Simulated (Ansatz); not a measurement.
BaF₂ (fluorite)

```xyz
3
Lattice="0.0000 3.1232 3.1232 3.1232 0.0000 3.1232 3.1232 3.1232 0.0000" Properties=species:S:1:pos:R:3 pbc="T T T"
Ba     0.0000     0.0000     0.0000
F      1.5616     1.5616     1.5616
F      4.6848     4.6848     4.6848
```

In this cell atom 3 (F, nearest neighbour Ba at 2.705 Å; its periodic images, 4.4 Å or more away, move with it) is moved by s towards the nearest neighbour, unit vector (-0.577, -0.577, 0.577); all other atoms and the cell stay fixed.

Level of theory: PBE (plane waves to 420 eV, PAW, scalar-relativistic; Ansatz, an electronic-structure program). k mesh 7×7×7 (Γ-centred), Fermi-Dirac smearing 0.05 eV. The energy includes the smearing's −TS. BaF2 was relaxed with its symmetry unable to fall. The zero of ΔE is the undisplaced structure.

```
s (Å)   ΔE (meV/cell)
------  -------------
-0.270           75.2
-0.216           50.2
-0.162           29.5
-0.108           13.7
-0.054            3.6
0.000             0.0
0.054             3.9
0.108            16.6
0.162            39.4
0.216        withheld
0.270           122.6
```

Fit a polynomial form (powers 2, 3, 4) to the given rows and predict ΔE at s = 0.216.

Least squares on the 10 given rows: ΔE = (1290)·s² + (1201)·s³ + (915.0)·s⁴, in meV/cell with s in Å; root-mean-square residual 0.09 meV/cell. At 0.216 the fit gives 74.3 meV/cell; the calculation gives 74.0 meV/cell, so the interpolation is off by 0.3 (+0.4 %). The quadratic term alone would give 60.2 meV/cell.

(A displaced cell: forces are minus the slopes of the energy, force constants its curvatures, and phonons follow from these.)
